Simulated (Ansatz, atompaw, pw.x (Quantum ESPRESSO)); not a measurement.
# Equation-of-state test of one PAW (atompaw) potential (arsenic)

| Item | Value |
| --- | --- |
| Element | arsenic (As) |
| Generator | atompaw 4.2.0.5 |
| Type | PAW |
| Functional | PBE |
| Relativity | scalar-relativistic |
| Frozen core | [Ar] 3d10 |
| Valence charge | 5 |
| Reference configuration | 4s2 4p3 |
| Partial waves | 4s (bound): rc 2.30 bohr; 4s channel at 0.8 Ry: rc 2.30 bohr; 4p (bound): rc 2.30 bohr; 4p channel at 1.25 Ry: rc 2.30 bohr; 4d channel at 0.5 Ry: rc 2.30 bohr |
| Local potential | bessel scheme, radius 1.60 bohr |
| Core correction | smooth core density matched at 1.40 bohr |
| Augmentation charge | sinc compensation charge, radius 2.20 bohr; PAW radius 2.30 bohr; waves and projectors: custom rrkj vanderbiltortho |

Atomic tests: cutoffs needed: 10 Ry and 15 Ry (the cutoffs (Ry, on a coarse ladder) from which the occupation-weighted sum of valence levels, in a spherical-Bessel basis at the reference potential, stays within 10 and 1 mRy of its value at 400 Ry); ghost test: no extra level below or beside the all-electron valence levels (s, p, d, f tested) (spherical-Bessel basis up to 400 Ry, 20 bohr box); lowest eigenvalue of the overlap operator: 0.38 (s channel).

Crystal test: diamond As in pw.x 7.5, no spin, 8³ k-points, Fermi–Dirac smearing 0.01 Ry, cutoffs 40/400 Ry. The reference is all-electron LAPW (Ansatz 0.2.0) with the same functional, mesh and smearing; V0 and B0 come from Birch–Murnaghan fits to the pressures at five volumes. Errors are pseudo minus all-electron; Δ is the rms difference of the E(V) curves that follow from these fits, minima aligned, over ±6 % about the mean V0. Mesh and smearing are coarse, so the numbers serve the comparison and aren't converged zero-temperature values; the lattice is a test structure that the element need not adopt.

All-electron: a0 = 6.120 Å (V0 = 28.65 Å³/atom), B0 = 46.1 GPa.

Q: How far does the potential miss the all-electron equation of state?

A: mean pressure error (GPa): -0.12; a0 (Å): 6.115; a0 error (%): -0.09; B0 error (%): +0.7; Δ (meV/atom): 0.7.

| V (Å³/atom) | P all-electron (GPa) | P pseudo (GPa) |
| --- | --- | --- |
| 27.211 | 2.62 | 2.50 |
| 27.927 | 1.24 | 1.12 |
| 28.643 | 0.02 | -0.10 |
| 29.359 | -1.07 | -1.19 |
| 30.075 | -2.04 | -2.15 |

Q: At the middle volume, how do free energy and pressure move when the wave cutoff is lowered (ecutrho held at 400 Ry)?

A:

```
cutoff (Ry)  shift of F (meV/atom)  shift of P (GPa)
         18                   +2.5             +0.01
         24                   +1.1             -0.01
         32                   +0.2             +0.00
```

Input at the middle volume:

```
&control
  calculation='scf', prefix='x', pseudo_dir='./', outdir='./tmp', tstress=.true., disk_io='none'
/
&system
  ibrav=0, nat=2, ntyp=1, ecutwfc=40, ecutrho=400, nbnd=12,
  occupations='smearing', smearing='fd', degauss=0.01
/
&electrons
  conv_thr=1e-09, mixing_beta=0.4, electron_maxstep=70
/
ATOMIC_SPECIES
As 1.0 As.UPF
CELL_PARAMETERS angstrom
  0.00000000 3.05965764 3.05965764
  3.05965764 0.00000000 3.05965764
  3.05965764 3.05965764 0.00000000
ATOMIC_POSITIONS crystal
As 0.0000 0.0000 0.0000
As 0.2500 0.2500 0.2500
K_POINTS automatic
8 8 8 0 0 0
```

```bash
pw.x < As.scf.in > As.scf.out
```

Lines of the output:

```
Message from routine setup:
     using ibrav=0 with symmetry is DISCOURAGED, use correct ibrav instead
     lattice parameter (alat)  =       8.1769  a.u.
     unit-cell volume          =     386.5851 (a.u.)^3
     number of electrons       =        10.00
     number of Kohn-Sham states=           12
     kinetic-energy cutoff     =      40.0000  Ry
     charge density cutoff     =     400.0000  Ry
     scf convergence threshold =      1.0E-09
     Exchange-correlation= SLA PW PBX PBC
     number of k points=    29  Fermi-Dirac smearing, width (Ry)=  0.0100
     iteration #  1     ecut=    40.00 Ry     beta= 0.40
     total energy              =    -351.94136548 Ry
     estimated scf accuracy    <       0.01139203 Ry
     iteration #  2     ecut=    40.00 Ry     beta= 0.40
     total energy              =    -351.94112189 Ry
     estimated scf accuracy    <       0.00332836 Ry
     iteration #  3     ecut=    40.00 Ry     beta= 0.40
     total energy              =    -351.94127455 Ry
     estimated scf accuracy    <       0.00009063 Ry
     iteration #  4     ecut=    40.00 Ry     beta= 0.40
     total energy              =    -351.94128174 Ry
     estimated scf accuracy    <       0.00000164 Ry
     iteration #  5     ecut=    40.00 Ry     beta= 0.40
     total energy              =    -351.94128199 Ry
     estimated scf accuracy    <       0.00000012 Ry
     iteration #  6     ecut=    40.00 Ry     beta= 0.40
     total energy              =    -351.94128200 Ry
     estimated scf accuracy    <          7.6E-09 Ry
     iteration #  7     ecut=    40.00 Ry     beta= 0.40
     the Fermi energy is     4.4900 ev
!    total energy              =    -351.94128200 Ry
     estimated scf accuracy    <          8.7E-11 Ry
     smearing contrib. (-TS)   =      -0.00603858 Ry
     convergence has been achieved in   7 iterations
          total   stress  (Ry/bohr**3)                   (kbar)     P=       -1.02
     Message from routine punch:
     Nothing written, as per user request (disk_io='none')
```

The run at the middle volume (29 k-points, 7 iterations) took about 11 s on one core of a shared host (Intel(R) Xeon(R) 6975P-C, 192 threads, 1512 GiB, load 104).
